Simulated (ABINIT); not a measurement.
# PbO2 (Fm-3m) in ABINIT: equation of state

Aim: energy against volume of PbO2 in PBEsol, for its equilibrium volume and stiffness.

Everything below comes from runs of ABINIT 10.8.3 (patched build). Logs are shortened: lines on timing, memory, paths and dates and some standing lists are left out, and cuts for length are marked. The log counts tension as positive stress, the text compression.

### Step 1. The structure

It takes space group Fm-3m (No. 225, cubic). The conventional cell has a = 5.404 Å, b = 5.404 Å, c = 5.404 Å, α = 90.00°, β = 90.00°, γ = 90.00°. Around Pb (site symmetry m-3m) lie 8 O at 2.34 Å. O (site symmetry -43m) has 4 Pb at 2.34 Å as nearest neighbours.

The cell comes from a database or a generator and needn't be the stable form of this composition.

### Step 2. Equation of state, PBEsol

File run.abi:

```
ndtset 7
getwfk -1
scalecart1 3*0.9795861087
scalecart2 3*0.9864848297
scalecart3 3*0.9932883884
scalecart4 3*1.0000000000
scalecart5 3*1.0066227096
scalecart6 3*1.0131594038
scalecart7 3*1.0196128224

pp_dirpath "./"
pseudos "Pb.upf, O.upf"

acell 7.2210096223 7.2210096223 7.2210096223
rprim
     0.0000000000     0.7071067812     0.7071067812
     0.7071067812     0.0000000000     0.7071067812
     0.7071067812     0.7071067812     0.0000000000
ntypat 2
znucl 82 8
natom 3
typat 1 2 2
xred
     0.0000000000     0.0000000000     0.0000000000
     0.7500000000     0.7500000000     0.7500000000
     0.2500000000     0.2500000000     0.2500000000

ecut 1142.878222 eV

kptopt 1
ngkpt 9 9 9
nshiftk 1
shiftk 0.0 0.0 0.0

ixc -116133

nband 17
occopt 3
tsmear 0.05 eV

nstep 100
tolvrs 1.0e-10

iomode 3
prtwf 1
prtden 0
prteig 0
prtebands 0
enunit 2
```

Potentials or basis: PseudoDojo NC SR PBEsol v0.4.1 standard.

Started as:

```
> abinit run.abi > log 2>&1
```

run.abo:

```text
.Version 10.8.3 of ABINIT
 DATASET    1 : space group Fm -3 m (#225); Bravais cF (face-center cubic)
================================================================================
 Values of the parameters that define the memory need for DATASET  1.
     intxc =       0    ionmov =       0      iscf =       7    lmnmax =       6
     lnmax =       6     mgfft =      45  mpssoang =       3    mqgrid =    3001
     natom =       3  nloc_mem =       1    nspden =       1   nspinor =       1
    nsppol =       1      nsym =      48    n1xccc =    2501    ntypat =       2
    occopt =       3   xclevel =       2
       mpw =        3278          nfft =       91125          nkpt =          35
================================================================================
================================================================================
[... 61 lines left out ...]
 DATASET    7 : space group Fm -3 m (#225); Bravais cF (face-center cubic)
================================================================================
 Values of the parameters that define the memory need for DATASET  7.
     intxc =       0    ionmov =       0      iscf =       7    lmnmax =       6
     lnmax =       6     mgfft =      45  mpssoang =       3    mqgrid =    3001
     natom =       3  nloc_mem =       1    nspden =       1   nspinor =       1
    nsppol =       1      nsym =      48    n1xccc =    2501    ntypat =       2
    occopt =       3   xclevel =       2
       mpw =        3685          nfft =       91125          nkpt =          35
================================================================================
================================================================================

--------------------------------------------------------------------------------
------------- Echo of variables that govern the present computation ------------
--------------------------------------------------------------------------------
 -outvars: echo values of preprocessed input variables --------
            acell      7.2210096223E+00  7.2210096223E+00  7.2210096223E+00 Bohr
              amu      2.07200000E+02  1.59994000E+01
             ecut      4.20000000E+01 Hartree
           enunit           2
           getwfk          -1
              ixc     -116133
           jdtset        1    2    3    4    5    6    7
         kptrlatt        9    0    0      0    9    0      0    0    9
          kptrlen1     6.36624065E+01
          kptrlen2     6.41107480E+01
          kptrlen3     6.45529051E+01
          kptrlen4     6.49890866E+01
          kptrlen5     6.54194904E+01
          kptrlen6     6.58443042E+01
          kptrlen7     6.62637060E+01
            natom           3
            nband          17
           ndtset           7
            ngfft          45      45      45
             nkpt          35
            nstep         100
             nsym          48
           ntypat           2
           occopt           3
           prtden           0
        prtebands           0
           prteig           0
            rprim1     0.0000000000E+00  6.9267198023E-01  6.9267198023E-01
                       6.9267198023E-01  0.0000000000E+00  6.9267198023E-01
                       6.9267198023E-01  6.9267198023E-01  0.0000000000E+00
            rprim2     0.0000000000E+00  6.9755011263E-01  6.9755011263E-01
                       6.9755011263E-01  0.0000000000E+00  6.9755011263E-01
                       6.9755011263E-01  6.9755011263E-01  0.0000000000E+00
            rprim3     0.0000000000E+00  7.0236095512E-01  7.0236095512E-01
                       7.0236095512E-01  0.0000000000E+00  7.0236095512E-01
                       7.0236095512E-01  7.0236095512E-01  0.0000000000E+00
            rprim4     0.0000000000E+00  7.0710678120E-01  7.0710678120E-01
                       7.0710678120E-01  0.0000000000E+00  7.0710678120E-01
                       7.0710678120E-01  7.0710678120E-01  0.0000000000E+00
            rprim5     0.0000000000E+00  7.1178974407E-01  7.1178974407E-01
                       7.1178974407E-01  0.0000000000E+00  7.1178974407E-01
                       7.1178974407E-01  7.1178974407E-01  0.0000000000E+00
            rprim6     0.0000000000E+00  7.1641188486E-01  7.1641188486E-01
                       7.1641188486E-01  0.0000000000E+00  7.1641188486E-01
                       7.1641188486E-01  7.1641188486E-01  0.0000000000E+00
            rprim7     0.0000000000E+00  7.2097514092E-01  7.2097514092E-01
                       7.2097514092E-01  0.0000000000E+00  7.2097514092E-01
                       7.2097514092E-01  7.2097514092E-01  0.0000000000E+00
          spgroup         225
           tolvrs      1.00000000E-10
           tsmear      1.83746611E-03 Hartree
            typat      1  2  2
           xangst1     0.0000000000E+00  0.0000000000E+00  0.0000000000E+00
                       3.9702507409E+00  3.9702507409E+00  3.9702507409E+00
                       1.3234169136E+00  1.3234169136E+00  1.3234169136E+00
           xangst2     0.0000000000E+00  0.0000000000E+00  0.0000000000E+00
                       3.9982111743E+00  3.9982111743E+00  3.9982111743E+00
                       1.3327370581E+00  1.3327370581E+00  1.3327370581E+00
           xangst3     0.0000000000E+00  0.0000000000E+00  0.0000000000E+00
                       4.0257859161E+00  4.0257859161E+00  4.0257859161E+00
                       1.3419286387E+00  1.3419286387E+00  1.3419286387E+00
           xangst4     0.0000000000E+00  0.0000000000E+00  0.0000000000E+00
                       4.0529879973E+00  4.0529879973E+00  4.0529879973E+00
                       1.3509959991E+00  1.3509959991E+00  1.3509959991E+00
           xangst5     0.0000000000E+00  0.0000000000E+00  0.0000000000E+00
                       4.0798297599E+00  4.0798297599E+00  4.0798297599E+00
                       1.3599432533E+00  1.3599432533E+00  1.3599432533E+00
           xangst6     0.0000000000E+00  0.0000000000E+00  0.0000000000E+00
                       4.1063229030E+00  4.1063229030E+00  4.1063229030E+00
                       1.3687743010E+00  1.3687743010E+00  1.3687743010E+00
           xangst7     0.0000000000E+00  0.0000000000E+00  0.0000000000E+00
                       4.1324785311E+00  4.1324785311E+00  4.1324785311E+00
                       1.3774928437E+00  1.3774928437E+00  1.3774928437E+00
            xcart1     0.0000000000E+00  0.0000000000E+00  0.0000000000E+00
                       7.5026865515E+00  7.5026865515E+00  7.5026865515E+00
                       2.5008955172E+00  2.5008955172E+00  2.5008955172E+00
            xcart2     0.0000000000E+00  0.0000000000E+00  0.0000000000E+00
                       7.5555241130E+00  7.5555241130E+00  7.5555241130E+00
                       2.5185080377E+00  2.5185080377E+00  2.5185080377E+00
            xcart3     0.0000000000E+00  0.0000000000E+00  0.0000000000E+00
                       7.6076328229E+00  7.6076328229E+00  7.6076328229E+00
                       2.5358776076E+00  2.5358776076E+00  2.5358776076E+00
            xcart4     0.0000000000E+00  0.0000000000E+00  0.0000000000E+00
                       7.6590373066E+00  7.6590373066E+00  7.6590373066E+00
                       2.5530124355E+00  2.5530124355E+00  2.5530124355E+00
            xcart5     0.0000000000E+00  0.0000000000E+00  0.0000000000E+00
                       7.7097608865E+00  7.7097608865E+00  7.7097608865E+00
                       2.5699202955E+00  2.5699202955E+00  2.5699202955E+00
            xcart6     0.0000000000E+00  0.0000000000E+00  0.0000000000E+00
                       7.7598256712E+00  7.7598256712E+00  7.7598256712E+00
                       2.5866085571E+00  2.5866085571E+00  2.5866085571E+00
            xcart7     0.0000000000E+00  0.0000000000E+00  0.0000000000E+00
                       7.8092526450E+00  7.8092526450E+00  7.8092526450E+00
                       2.6030842150E+00  2.6030842150E+00  2.6030842150E+00
             xred      0.0000000000E+00  0.0000000000E+00  0.0000000000E+00
                       7.5000000000E-01  7.5000000000E-01  7.5000000000E-01
                       2.5000000000E-01  2.5000000000E-01  2.5000000000E-01
            znucl       82.00000    8.00000

================================================================================

 chkinp: Checking input parameters for consistency, jdtset=   1.

 chkinp: Checking input parameters for consistency, jdtset=   2.

 chkinp: Checking input parameters for consistency, jdtset=   3.

 chkinp: Checking input parameters for consistency, jdtset=   4.
[... 18 lines left out ...]
 Real(R)+Recip(G) space primitive vectors, cartesian coordinates (Bohr,Bohr^-1):
 R(1)=  0.0000000  5.0017910  5.0017910  G(1)= -0.0999642  0.0999642  0.0999642
 R(2)=  5.0017910  0.0000000  5.0017910  G(2)=  0.0999642 -0.0999642  0.0999642
 R(3)=  5.0017910  5.0017910  0.0000000  G(3)=  0.0999642  0.0999642 -0.0999642
 Unit cell volume ucvol=  2.5026875E+02 bohr^3
 Angles (23,13,12)=  6.00000000E+01  6.00000000E+01  6.00000000E+01 degrees

 getcut: wavevector=  0.0000  0.0000  0.0000  ngfft=  45  45  45
         ecut(hartree)=     42.000   => boxcut(ratio)=   2.13217

--- Pseudopotential description ------------------------------------------------
- pspini: atom type   1  psp file is ./Pb.upf
12 -116133 2 -1 1678                          pspcod,pspxc,lmax,lloc,mmax
     nproj     2     2     2

- pspini: atom type   2  psp file is ./O.upf
12 -116133 2 -1 936                           pspcod,pspxc,lmax,lloc,mmax
     nproj     2     2     1

   1.47640871E+03                                ecore*ucvol(ha*bohr**3)
--------------------------------------------------------------------------------

================================================================================

--- !BeginCycle
iteration_state: {dtset: 1, }
solver: {iscf: 7, nstep: 100, nline: 4, wfoptalg: 0, }
tolerances: {tolvrs: 1.00E-10, }
...

     iter   Etot(hartree)      deltaE(h)  residm     vres2
 ETOT  1  -102.87024689935    -1.029E+02 4.944E-01 1.004E+03
 ETOT  2  -102.98107280350    -1.108E-01 3.347E-02 9.259E+02
 ETOT  3  -103.15756884766    -1.765E-01 5.184E-03 1.006E+01
 ETOT  4  -103.15923212481    -1.663E-03 2.770E-03 1.662E-01
 ETOT  5  -103.15925163745    -1.951E-05 8.316E-04 1.449E-02
 ETOT  6  -103.15925281008    -1.173E-06 7.913E-04 8.211E-04
 ETOT  7  -103.15925295760    -1.475E-07 3.277E-04 2.242E-05
 ETOT  8  -103.15925296070    -3.094E-09 2.642E-04 3.930E-07
 ETOT  9  -103.15925296074    -4.368E-11 3.110E-04 1.015E-08
 ETOT 10  -103.15925296074     1.975E-12 2.475E-04 5.602E-12
[... 1113 lines left out ...]
 Cartesian components of stress tensor (hartree/bohr^3)
  sigma(1 1)=  3.81283991E-04  sigma(3 2)=  0.00000000E+00
  sigma(2 2)=  3.81283991E-04  sigma(3 1)=  0.00000000E+00
  sigma(3 3)=  3.81283991E-04  sigma(2 1)=  0.00000000E+00

-Cartesian components of stress tensor (GPa)         [Pressure= -1.1218E+01 GPa]
- sigma(1 1)=  1.12177623E+01  sigma(3 2)=  0.00000000E+00
- sigma(2 2)=  1.12177623E+01  sigma(3 1)=  0.00000000E+00
- sigma(3 3)=  1.12177623E+01  sigma(2 1)=  0.00000000E+00

== END DATASET(S) ==============================================================
================================================================================

 -outvars: echo values of variables after computation  --------
            acell      7.2210096223E+00  7.2210096223E+00  7.2210096223E+00 Bohr
           etotal1    -1.0315925296E+02
           etotal2    -1.0315976067E+02
           etotal3    -1.0315967206E+02
           etotal4    -1.0315905443E+02
           etotal5    -1.0315796989E+02
           etotal6    -1.0315647373E+02
           etotal7    -1.0315461644E+02
            fcart1     1.7944540297E-29 -3.5889080594E-29  1.7944540297E-29
                      -2.2430675371E-29  5.8319755964E-29  4.4861350742E-30
                       4.4861350742E-30 -2.2430675371E-29 -2.2430675371E-29
            fcart2    -4.0092862265E-29  4.4547624739E-30  2.2273812370E-29
                      -2.6728574843E-29 -3.5638099791E-29  7.5730962056E-29
                       6.6821437109E-29  3.1183337317E-29 -9.8004774426E-29
            fcart3     6.2216007811E-31 -6.2216007811E-31  6.2216007811E-31
                      -1.6590935416E-30  4.1477338541E-31  4.1477338541E-31
                       1.0369334635E-30  2.0738669270E-31 -1.0369334635E-30
            fcart4     4.6709948811E-46 -8.7891112009E-30  1.8683979524E-45
                      -6.5918334006E-30 -1.5380944602E-29 -3.2959167003E-29
                       6.5918334006E-30  2.4170055802E-29  3.2959167003E-29
            fcart5    -4.3656432132E-30 -4.3656432132E-30  4.3656432132E-30
                       6.1119004985E-29 -5.6753361772E-29  5.6753361772E-29
                      -5.6753361772E-29  6.1119004985E-29 -6.1119004985E-29
[... 44 lines left out ...]
           xangst2     0.0000000000E+00  0.0000000000E+00  0.0000000000E+00
                       3.9982111743E+00  3.9982111743E+00  3.9982111743E+00
                       1.3327370581E+00  1.3327370581E+00  1.3327370581E+00
           xangst3     0.0000000000E+00  0.0000000000E+00  0.0000000000E+00
                       4.0257859161E+00  4.0257859161E+00  4.0257859161E+00
                       1.3419286387E+00  1.3419286387E+00  1.3419286387E+00
           xangst4     0.0000000000E+00  0.0000000000E+00  0.0000000000E+00
                       4.0529879973E+00  4.0529879973E+00  4.0529879973E+00
                       1.3509959991E+00  1.3509959991E+00  1.3509959991E+00
           xangst5     0.0000000000E+00  0.0000000000E+00  0.0000000000E+00
                       4.0798297599E+00  4.0798297599E+00  4.0798297599E+00
                       1.3599432533E+00  1.3599432533E+00  1.3599432533E+00
           xangst6     0.0000000000E+00  0.0000000000E+00  0.0000000000E+00
                       4.1063229030E+00  4.1063229030E+00  4.1063229030E+00
                       1.3687743010E+00  1.3687743010E+00  1.3687743010E+00
           xangst7     0.0000000000E+00  0.0000000000E+00  0.0000000000E+00
                       4.1324785311E+00  4.1324785311E+00  4.1324785311E+00
                       1.3774928437E+00  1.3774928437E+00  1.3774928437E+00
             xred      0.0000000000E+00  0.0000000000E+00  0.0000000000E+00
                       7.5000000000E-01  7.5000000000E-01  7.5000000000E-01
                       2.5000000000E-01  2.5000000000E-01  2.5000000000E-01
 Calculation completed.
```

Wall time 8.3 min (1 thread of Arm Neoverse V1, shared host); peak memory 0.15 GiB.

What came out:

- Equilibrium volume: 12.71 Å³/atom
- Bulk modulus: 153 GPa
- Pressure derivative of the bulk modulus: 5.0

Energy against volume, from the lowest point:
```tsv
volume (Å³/atom)	energy (meV/atom)
12.362	4.61
12.625	0.00
12.888	0.80
13.151	6.41
13.414	16.24
13.677	29.81
13.940	46.66
```

Caveat: pressures at fixed basis lie under the slope of the energies.
